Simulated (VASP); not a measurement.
# SnS2 (Berndtite-2T) (P-3m1) in VASP: further runs

Aim: see how the results for SnS2 (Berndtite-2T) move with the level of theory and the settings. Levels: PBEsol, PBE. Tasks: equation of state.

Everything below comes from runs of VASP 6.6.1. Logs are shortened: lines on timing, memory, paths and dates and some standing lists are left out, and cuts for length are marked.

### Step 1. The structure

Symmetry: P-3m1, No. 164, trigonal system. The conventional cell has a = 3.639 Å, b = 3.639 Å, c = 5.868 Å, α = 90.00°, β = 90.00°, γ = 120.00°. Sn (site symmetry -3m) has 6 S at 2.56 Å as nearest neighbours. S (site symmetry 3m) has 3 Sn at 2.56 Å as nearest neighbours.

### Step 2. Equation of state, PBEsol, 21.09 Å³/atom (volume scaled by 0.94)

File INCAR:

```
ALGO = Normal ; EDIFF = 1E-7
ENCUT = 520 ; GGA = PS
ISIF = 2 ; ISMEAR = -1
LASPH = True ; LCHARG = False
LREAL = False ; LWAVE = False
NBANDS = 20 ; NELM = 80
PREC = Accurate ; SIGMA = 0.05
```

File KPOINTS:

```
k-points
0
Gamma
  8 8 5
```

File POSCAR:

```
SnS2
1.0
    3.5647138496      0.0000000000      0.0000000000
   -1.7823569248      3.0871327510      0.0000000000
    0.0000000000      0.0000000000      5.7482112859
Sn S
1 2
Direct
    0.0000000000      0.0000000000      0.0000000000
    0.6666666667      0.3333333333      0.7500000000
    0.3333333333      0.6666666667      0.2500000000
```

Potentials or basis: VASP PAW PBE potentials, release 64 (Sn_d, S).

On the command line:

```sh
$ cat potpaw_PBE.64/Sn_d/POTCAR potpaw_PBE.64/S/POTCAR > POTCAR
$ mpirun -np 1 vasp_std > vasp.out
```

OUTCAR:

```text
EDIFF = 1E-7
   ENCUT = 520
   GGA = PS
   ISIF = 2
   ISMEAR = -1
   LASPH = True
   LREAL = False
   NELM = 80
   PREC = Accurate

 Found     40 irreducible k-points:

 Following reciprocal coordinates:
            Coordinates               Weight
  0.000000  0.000000  0.000000      1.000000
  0.125000  0.000000  0.000000      6.000000
  0.250000  0.000000  0.000000      6.000000
  0.375000  0.000000  0.000000      6.000000
  0.500000  0.000000  0.000000      3.000000
  0.125000  0.125000  0.000000      6.000000
   k-points           NKPTS =     40   k-points in BZ     NKDIM =     40   number of bands    NBANDS=     20
   number of dos      NEDOS =    301   number of ions     NIONS =      3
   total plane-waves  NPLWV =  37632
   dimension x,y,z NGX =    28 NGY =   28 NGZ =   48
   dimension x,y,z NGXF=    56 NGYF=   56 NGZF=   96
   ions per type =               1   2
   NGX,Y,Z   is equivalent  to a cutoff of  13.06, 13.06, 13.88 a.u.
   NGXF,Y,Z  is equivalent  to a cutoff of  26.12, 26.12, 27.76 a.u.
 SYSTEM =  unknown system
   PREC   = accura    normal or accurate (medium, high low for compatibility)
   ISTART =      0    job   : 0-new  1-cont  2-samecut
   ICHARG =      2    charge: 1-file 2-atom 10-const
   ISPIN  =      1    spin polarized calculation?
   LNONCOLLINEAR =      F non collinear calculations
   LSORBIT =      F    spin-orbit coupling
   LASPH  =      T    aspherical Exc in radial PAW
   ENCUT  =  520.0 eV  38.22 Ry    6.18 a.u.   6.63  6.63 10.69*2*pi/ulx,y,z
   NELM   =     80;   NELMIN=  2; NELMDL= -5     # of ELM steps
   EDIFF  = 0.1E-06   stopping-criterion for ELM
   LREAL  =      F    real-space projection
   EDIFFG = 0.1E-05   stopping-criterion for IOM
   NSW    =      0    number of steps for IOM
   IBRION =     -1    ionic relax: 0-MD 1-quasi-New 2-CG
   NFREE  =      0    steps in history (QN), initial steepest desc. (CG)
   ISIF   =      2    stress and relaxation
   ISYM   =      2    0-nonsym 1-usesym 2-fastsym
   POTIM  = 0.5000    time-step for ionic-motion
   TEBEG  =    0.0;   TEEND  =   0.0 temperature during run
   PSTRESS=    0.0 pullay stress
   NELECT =      26.0000    total number of electrons
   NUPDOWN=      -1.0000    fix difference up-down
   EMIN   =  10.00;   EMAX   =-10.00  energy-range for DOS
   EFERMI =   0.00;   METHOD = LEGACY
   ISMEAR =    -1;   SIGMA  =   0.05  broadening in eV -4-tet -1-fermi 0-gaus
   EFERMI_NEDOS =   21; number of points for ismear=-14 and -15
   IALGO  =     38    algorithm
   IMIX   =      4    mixing-type and parameters
     AMIX     =   0.40;   BMIX     =  1.00
     AMIX_MAG =   1.60;   BMIX_MAG =  1.00
  volume/ion in A,a.u.               =      21.09       142.29
  Fermi-wavevector in a.u.,A,eV,Ry     =   1.217199  2.300173 20.158042  1.481574
  Thomas-Fermi vector in A             =   2.352528
   LORBIT       =      0    0 simple, 1 ext, 2 COOP (PROOUT), +10 PAW based schemes
   GGA     = PS    functional components
   LHFCALC =     F    Hartree Fock is set to
   AEXX    =    0.0000 exact exchange contribution
   IVDW    =     0    specifies the selected vdW correction
   LEPSILON=     F    determine dielectric tensor
   LRPA    =     F    only Hartree local field effects (RPA)
 non-spin polarized calculation
  energy-cutoff  :      520.00
  volume of cell :       63.26
 maximum number of plane-waves:      1737
 NGX is ok and might be reduce to    28
   NGX = 13   NGY = 13   NGZ = 21

 number of electron      25.9999993 magnetization

 Free energy of the ion-electron system (eV)
  ---------------------------------------------------
  ext. energy  EPLUGINS =         0.00000000
  ---------------------------------------------------
  free energy    TOTEN  =       -14.16370381 eV

  energy without entropy =      -14.16370378  energy(sigma->0) =      -14.16370379

 E-fermi :   6.2322     XC(G=0): -10.1487

 val. band max:        5.4740734434   @ k =   0.0000   0.0000   0.0000
 cond. band min:       6.9927661719   @ k =   0.5000   0.0000   0.4000
 fundamental gap:      1.5186927285
 Fermi energy:         6.2321574375

 k-point     1 :       0.0000    0.0000    0.0000
  band No.  band energies     occupation
      1     -15.4553      2.00000
      2     -15.4553      2.00000
      3     -15.3957      2.00000
      4     -15.3575      2.00000
      5     -15.3575      2.00000
      6      -8.9318      2.00000
[... 12 lines left out ...]
     19      15.0105      0.00000
     20      15.0105      0.00000

 k-point     2 :       0.1250    0.0000    0.0000
  band No.  band energies     occupation
      1     -15.4694      2.00000
      2     -15.4436      2.00000
      3     -15.3862      2.00000
      4     -15.3655      2.00000
      5     -15.3562      2.00000
      6      -8.7385      2.00000
[... 12 lines left out ...]
     19      14.6180      0.00000
     20      15.1646      0.00000

 k-point     3 :       0.2500    0.0000    0.0000
  band No.  band energies     occupation
      1     -15.5082      2.00000
      2     -15.4223      2.00000
      3     -15.3882      2.00000
      4     -15.3550      2.00000
      5     -15.3458      2.00000
      6      -8.1768      2.00000
[... 12 lines left out ...]
     19      14.1179      0.00000
     20      15.6784      0.00000

 k-point     4 :       0.3750    0.0000    0.0000
  band No.  band energies     occupation
      1     -15.5497      2.00000
      2     -15.4132      2.00000
      3     -15.4039      2.00000
      4     -15.3280      2.00000
      5     -15.3228      2.00000
      6      -7.3459      2.00000
[... 12 lines left out ...]
     19      15.3280      0.00000
     20      16.0947      0.00000

 k-point     5 :       0.5000    0.0000    0.0000
  band No.  band energies     occupation
      1     -15.5671      2.00000
      2     -15.4122      2.00000
      3     -15.4101      2.00000
      4     -15.3168      2.00000
      5     -15.3104      2.00000
      6      -6.7314      2.00000
[... 12 lines left out ...]
     19      16.0728      0.00000
     20      16.5111      0.00000

 k-point     6 :       0.1250    0.1250    0.0000
  band No.  band energies     occupation
      1     -15.4906      2.00000
      2     -15.4342      2.00000
      3     -15.3765      2.00000
      4     -15.3718      2.00000
      5     -15.3471      2.00000
      6      -8.3597      2.00000
[... 12 lines left out ...]
     19      13.5337      0.00000
     20      15.6530      0.00000

 [... further k-points ...]

------------------------ aborting loop because EDIFF is reached ----------------------------------------

  FORCE on cell =-STRESS in cart. coord.  units (eV):
  Direction    XX          YY          ZZ          XY          YZ          ZX
  --------------------------------------------------------------------------------------
  -------------------------------------------------------------------------------------
  Total        2.8993555      2.8993555      2.7391374      0.0000000      0.0000000      0.0000000
  in kB       73.4343670     73.4343670     69.3763890      0.0000000      0.0000000      0.0000000
  external PRESSURE =      72.0817077 kB  Pullay stress =       0.0000000 kB

 VOLUME and BASIS-vectors are now :
 -----------------------------------------------------------------------------
  energy-cutoff  :      520.00
  volume of cell :       63.26
      direct lattice vectors                 reciprocal lattice vectors
     3.564713850  0.000000000  0.000000000     0.280527426  0.161962585  0.000000000
    -1.782356925  3.087132751  0.000000000     0.000000000  0.323925170  0.000000000
     0.000000000  0.000000000  5.748211286     0.000000000  0.000000000  0.173967161

 POSITION                                       TOTAL-FORCE (eV/Angst)
 -----------------------------------------------------------------------------------
      0.00000      0.00000      0.00000        -0.000000      0.000000      0.000000
      1.78236      1.02904      4.31116         0.000000      0.000000     -0.773427
     -0.00000      2.05809      1.43705        -0.000000     -0.000000      0.773427
 -----------------------------------------------------------------------------------
    total drift:                               -0.000000     -0.000000     -0.000000

  FREE ENERGIE OF THE ION-ELECTRON SYSTEM (eV)
  ---------------------------------------------------
  free  energy   TOTEN  =       -14.1637038058 eV

  energy  without entropy=      -14.1637037808  energy(sigma->0) =      -14.16370379
```

OSZICAR:

```text
N       E                     dE             d eps       ncg     rms          rms(c)
DAV:   1     0.212713438297E+03    0.21271E+03   -0.12496E+04  1640   0.157E+03
DAV:   2     0.100380799387E+02   -0.20268E+03   -0.19457E+03  1712   0.413E+02
DAV:   3    -0.137328559680E+02   -0.23771E+02   -0.23226E+02  1924   0.118E+02
DAV:   4    -0.146184704755E+02   -0.88561E+00   -0.88330E+00  1960   0.238E+01
DAV:   5    -0.146435274459E+02   -0.25057E-01   -0.25054E-01  2292   0.407E+00    0.974E+00
DAV:   6    -0.142110549879E+02    0.43247E+00   -0.75508E-01  2480   0.107E+01    0.663E+00
DAV:   7    -0.141684321023E+02    0.42623E-01   -0.30973E-01  2160   0.411E+00    0.153E+00
DAV:   8    -0.141636950203E+02    0.47371E-02   -0.37376E-02  2244   0.201E+00    0.703E-01
DAV:   9    -0.141636991296E+02   -0.41093E-05   -0.26002E-03  1872   0.367E-01    0.172E-01
DAV:  10    -0.141636824557E+02    0.16674E-04   -0.29807E-04  2188   0.143E-01    0.946E-02
DAV:  11    -0.141637010076E+02   -0.18552E-04   -0.32040E-05  1848   0.357E-02    0.138E-02
DAV:  12    -0.141637031358E+02   -0.21282E-05   -0.19182E-06  2044   0.993E-03    0.102E-02
DAV:  13    -0.141637037975E+02   -0.66162E-06   -0.12004E-06  1840   0.856E-03    0.236E-03
DAV:  14    -0.141637038058E+02   -0.83214E-08   -0.74517E-08  1488   0.189E-03
   1 F= -.14163704E+02 E0= -.14163704E+02  d E =-.249903E-07
```

It took 38 s on 1 thread of Intel Xeon Platinum 8488C (Sapphire Rapids), shared host; peak memory 0.2 GiB.

Results:

```yaml
Free_energy: -14.1637 eV
Pressure: 7.2 GPa
Largest_force: 0.773 eV/Å
Band_gap_on_the_k_mesh: 1.52 eV, indirect (least direct gap 2.01 eV)
```

Caveat: the PAW data sets were made with another functional, which shifts forces and pressure a little; spin-orbit coupling is left out, which moves the levels of the heavy elements; an odd mesh through Γ misses points on the zone boundary, where band edges often lie; this functional lacks dispersion, which binds the layers, so the pressure and a relaxed spacing across them are unreliable.

### Step 3. Equation of state, PBEsol, 21.53 Å³/atom (volume scaled by 0.96)

INCAR is that of step 2.

KPOINTS is that of step 2.

File POSCAR:

```
SnS2
1.0
    3.5898182954      0.0000000000      0.0000000000
   -1.7949091477      3.1088738388      0.0000000000
    0.0000000000      0.0000000000      5.7886929809
Sn S
1 2
Direct
    0.0000000000      0.0000000000      0.0000000000
    0.6666666667      0.3333333333      0.7500000000
    0.3333333333      0.6666666667      0.2500000000
```

Potentials or basis: VASP PAW PBE potentials, release 64 (Sn_d, S).

On the command line:

```sh
$ cat potpaw_PBE.64/Sn_d/POTCAR potpaw_PBE.64/S/POTCAR > POTCAR
$ mpirun -np 1 vasp_std > vasp.out
```

Wall time 39 s (1 thread of Intel Xeon Platinum 8488C (Sapphire Rapids), shared host); peak memory 0.2 GiB.

The run converged. Its results:

| Item | Value |
| --- | --- |
| Free energy | -14.2151 eV |
| Pressure | 4.9 GPa |
| Largest force | 0.529 eV/Å |
| Band gap on the k mesh | 1.47 eV, indirect (least direct gap 1.96 eV) |

Caveat: the PAW data sets were made with another functional, which shifts forces and pressure a little; spin-orbit coupling is left out, which moves the levels of the heavy elements; an odd mesh through Γ misses points on the zone boundary, where band edges often lie; this functional lacks dispersion, which binds the layers, so the pressure and a relaxed spacing across them are unreliable.

### Step 4. Equation of state, PBEsol, 21.98 Å³/atom (volume scaled by 0.98)

INCAR is that of step 3.

KPOINTS is that of step 3.

File POSCAR:

```
SnS2
1.0
    3.6145764453      0.0000000000      0.0000000000
   -1.8072882227      3.1303150256      0.0000000000
    0.0000000000      0.0000000000      5.8286162630
Sn S
1 2
Direct
    0.0000000000      0.0000000000      0.0000000000
    0.6666666667      0.3333333333      0.7500000000
    0.3333333333      0.6666666667      0.2500000000
```

On the command line:

```sh
$ cat potpaw_PBE.64/Sn_d/POTCAR potpaw_PBE.64/S/POTCAR > POTCAR
$ mpirun -np 1 vasp_std > vasp.out
```

Wall time 39 s (1 thread of Intel Xeon Platinum 8488C (Sapphire Rapids), shared host); peak memory 0.2 GiB.

The run converged. Its results:

```
Free energy            : -14.2484 eV
Pressure               : 2.9 GPa
Largest force          : 0.305 eV/Å
Band gap on the k mesh : 1.43 eV, indirect (least direct gap 1.92 eV)
```

Caveat: the PAW data sets were made with another functional, which shifts forces and pressure a little; spin-orbit coupling is left out, which moves the levels of the heavy elements; an odd mesh through Γ misses points on the zone boundary, where band edges often lie; this functional lacks dispersion, which binds the layers, so the pressure and a relaxed spacing across them are unreliable.

### Step 5. Equation of state, PBEsol, 22.88 Å³/atom (volume scaled by 1.02)

INCAR is that of step 4.

KPOINTS is that of step 4.

File POSCAR:

```
SnS2
1.0
    3.6631000401      0.0000000000      0.0000000000
   -1.8315500200      3.1723376913      0.0000000000
    0.0000000000      0.0000000000      5.9068620597
Sn S
1 2
Direct
    0.0000000000      0.0000000000      0.0000000000
    0.6666666667      0.3333333333      0.7500000000
    0.3333333333      0.6666666667      0.2500000000
```

On the command line:

```sh
$ cat potpaw_PBE.64/Sn_d/POTCAR potpaw_PBE.64/S/POTCAR > POTCAR
$ mpirun -np 1 vasp_std > vasp.out
```

It took 40 s on 1 thread of Intel Xeon Platinum 8488C (Sapphire Rapids), shared host; peak memory 0.2 GiB.

Results (log left out):

* Free energy: -14.2683 eV
* Pressure: -0.5 GPa
* Largest force: 0.091 eV/Å
* Band gap on the k mesh: 1.34 eV, indirect (least direct gap 1.78 eV)

Caveat: the PAW data sets were made with another functional, which shifts forces and pressure a little; spin-orbit coupling is left out, which moves the levels of the heavy elements; an odd mesh through Γ misses points on the zone boundary, where band edges often lie; this functional lacks dispersion, which binds the layers, so the pressure and a relaxed spacing across them are unreliable.

### Step 6. Equation of state, PBEsol, 23.33 Å³/atom (volume scaled by 1.04)

INCAR is that of step 5.

KPOINTS is that of step 5.

File POSCAR:

```
SnS2
1.0
    3.6868870705      0.0000000000      0.0000000000
   -1.8434435353      3.1929378640      0.0000000000
    0.0000000000      0.0000000000      5.9452193816
Sn S
1 2
Direct
    0.0000000000      0.0000000000      0.0000000000
    0.6666666667      0.3333333333      0.7500000000
    0.3333333333      0.6666666667      0.2500000000
```

Potentials or basis: VASP PAW PBE potentials, release 64 (Sn_d, S).

On the command line:

```sh
$ cat potpaw_PBE.64/Sn_d/POTCAR potpaw_PBE.64/S/POTCAR > POTCAR
$ mpirun -np 1 vasp_std > vasp.out
```

It took 40 s on 1 thread of Intel Xeon Platinum 8488C (Sapphire Rapids), shared host; peak memory 0.21 GiB.

It converged, with:

```yaml
Free_energy: -14.2582 eV
Pressure: -2.0 GPa
Largest_force: 0.266 eV/Å
Band_gap_on_the_k_mesh: 1.30 eV, indirect (least direct gap 1.67 eV)
```

Caveat: the PAW data sets were made with another functional, which shifts forces and pressure a little; spin-orbit coupling is left out, which moves the levels of the heavy elements; an odd mesh through Γ misses points on the zone boundary, where band edges often lie; this functional lacks dispersion, which binds the layers, so the pressure and a relaxed spacing across them are unreliable.

### Step 7. Equation of state, PBEsol, 23.78 Å³/atom (volume scaled by 1.06)

INCAR is that of step 6.

KPOINTS is that of step 6.

File POSCAR:

```
SnS2
1.0
    3.7103710608      0.0000000000      0.0000000000
   -1.8551855304      3.2132755961      0.0000000000
    0.0000000000      0.0000000000      5.9830880420
Sn S
1 2
Direct
    0.0000000000      0.0000000000      0.0000000000
    0.6666666667      0.3333333333      0.7500000000
    0.3333333333      0.6666666667      0.2500000000
```

On the command line:

```sh
$ cat potpaw_PBE.64/Sn_d/POTCAR potpaw_PBE.64/S/POTCAR > POTCAR
$ mpirun -np 1 vasp_std > vasp.out
```

Run time: 38 s. Hardware: 1 thread of Intel Xeon Platinum 8488C (Sapphire Rapids), shared host; peak memory 0.21 GiB.

The run converged. Its results:

* Free energy: -14.2365 eV
* Pressure: -3.3 GPa
* Largest force: 0.427 eV/Å
* Band gap on the k mesh: 1.26 eV, indirect (least direct gap 1.57 eV)

Caveat: the PAW data sets were made with another functional, which shifts forces and pressure a little; spin-orbit coupling is left out, which moves the levels of the heavy elements; an odd mesh through Γ misses points on the zone boundary, where band edges often lie; this functional lacks dispersion, which binds the layers, so the pressure and a relaxed spacing across them are unreliable.

### Step 8. Equation of state, PBEsol

No new run: the results of the series are fitted here.

Results:

```yaml
Equilibrium_volume: 22.75 Å³/atom
Bulk_modulus_at_fixed_shape_and_positions: 80 GPa
Pressure_derivative_of_the_bulk_modulus: 4.7
```

Energy against volume, from the lowest point:
| volume (Å³/atom) | energy (meV/atom) |
| --- | --- |
| 21.086 | 34.86 |
| 21.535 | 17.74 |
| 21.983 | 6.64 |
| 22.432 | 0.92 |
| 22.880 | 0.00 |
| 23.329 | 3.38 |
| 23.778 | 10.58 |

Caveat: the cell was scaled at fixed shape and fractional positions, which overstates the stiffness of a crystal with free parameters, most of all of layers and chains; the PAW data sets were made with another functional, which shifts forces and pressure a little; this functional lacks dispersion, which binds the layers, so the pressure and a relaxed spacing across them are unreliable.

### Step 9. Equation of state, PBE, 21.09 Å³/atom (volume scaled by 0.94)

File INCAR:

```
SYSTEM = SnS2
ALGO     = Normal         ! electronic algorithm
EDIFF    = 1E-7           ! SCF threshold, eV
ENCUT    = 520            ! plane-wave cutoff, eV
GGA      = PE             ! functional
ISIF     = 2              ! what is computed and relaxed
ISMEAR   = -1             ! smearing method
LASPH    = .TRUE.         ! aspherical terms in the spheres
LCHARG   = .FALSE.        ! write CHGCAR
LREAL    = .FALSE.        ! projectors in reciprocal space
LWAVE    = .FALSE.        ! write WAVECAR
NBANDS   = 20             ! bands
NELM     = 60             ! most SCF steps
PREC     = Accurate       ! precision mode
SIGMA    = 0.05           ! smearing width, eV
```

File KPOINTS:

```
k-points
0
G
  8 8 5
  0 0 0
```

File POSCAR:

```
SnS2
1.0
    3.5647138496      0.0000000000      0.0000000000
   -1.7823569248      3.0871327510      0.0000000000
    0.0000000000      0.0000000000      5.7482112859
Sn S
1 2
Direct
    0.0000000000      0.0000000000      0.0000000000
    0.6666666667      0.3333333333      0.7500000000
    0.3333333333      0.6666666667      0.2500000000
```

Potentials or basis: VASP PAW PBE potentials, release 64 (Sn_d, S).

On the command line:

```sh
$ cat potpaw_PBE.64/Sn_d/POTCAR potpaw_PBE.64/S/POTCAR > POTCAR
$ mpirun -np 1 vasp_std > vasp.out
```

Wall time 42 s (1 thread of Intel Xeon Platinum 8488C (Sapphire Rapids), shared host); peak memory 0.2 GiB.

Results (log left out):

```
Free energy            : -12.9553 eV
Pressure               : 10.6 GPa
Largest force          : 0.921 eV/Å
Band gap on the k mesh : 1.62 eV, indirect (least direct gap 2.10 eV)
```

Caveat: spin-orbit coupling is left out, which moves the levels of the heavy elements; an odd mesh through Γ misses points on the zone boundary, where band edges often lie; this functional lacks dispersion, which binds the layers, so the pressure and a relaxed spacing across them are unreliable.

(Part 1 of 2 ends here.)
